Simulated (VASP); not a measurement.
Data:

```xyz
2
Lattice="0.0000 2.9804 2.9804 2.9804 0.0000 2.9804 2.9804 2.9804 0.0000" Properties=species:S:1:pos:R:3 pbc="T T T"
Zn     0.0000     0.0000     0.0000
Te     1.4902     1.4902     1.4902
```

All values below come from SCAN meta-GGA, VASP's PBE PAW potentials (set 64) (plane waves; VASP). Numerical set-up: 520 eV cut-off, 8×8×8 Γ-centred mesh, Gaussian smearing of 0.050 eV, potentials Zn Te.

Task: Give the stress tensor in GPa (positive for a compressed cell).

Result: 
```
3.62  0.00  0.00
0.00  3.62  0.00
0.00  0.00  3.62
```
The pressure is its mean diagonal, 3.62 GPa.

The compound is ZnTe in the zinc blende structure. This cell is one point of a volume scan, at 0.94 of the reference volume.
